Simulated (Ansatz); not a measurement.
# TiO2 — electric field gradients

The cell is an entry of the Crystallography Open Database (COD; perhaps a calculated or model structure) whose atoms were relaxed with PBE, the cell held.

Space group P3_121 (No. 152); a = 5.2910, c = 6.1330 Å, γ = 120.00°.

| site | Wyckoff | site symmetry | x | y | z |
| --- | --- | --- | --- | --- | --- |
| Ti | 3a | .2. | 0.4532 | 0.0000 | 0.3333 |
| O | 6c | 1 | 0.4080 | 0.2957 | 0.2300 |

One atom of each set is listed.

Level of theory: DFT, r2SCAN, plane waves and PAW, scalar-relativistic, 500 eV cutoff, Γ-centred 6×6×5 k-points, Fermi–Dirac smearing 0.01 eV (Ansatz 0.2.0).

V_zz is the principal component of the electric field gradient with the largest magnitude, η = (V_xx − V_yy)/V_zz and C_Q = eQV_zz/h.

⁴⁷Ti: I = 5/2, Q = 302.0 mb; ¹⁷O: I = 5/2, Q = -25.58 mb. Nuclear quadrupole moments: year-2017 set (Pyykkö).

```csv
site,atoms,first shell,"V_xx, V_yy, V_zz (10²¹ V/m²)",η,C_Q (MHz)
Ti,3,4 O at 1.81–1.82 Å,"1.07, 1.24, -2.31",0.07,-16.9
O,6,"2 Ti at 1.81–1.82 Å, angle 136°","-0.64, -0.98, 1.62",0.21,-1.00
```

At O V_zz runs parallel to the line that joins its two neighbours (within 5°).

Hardware: 1 thread of Arm Neoverse V2 (aarch64; 8 cores open to the job, memory cap 3.0 GiB, no GPU), a shared host with a load of 0.6 a core. Wall time 45 s, CPU time 45 s, peak memory 0.69 GiB.
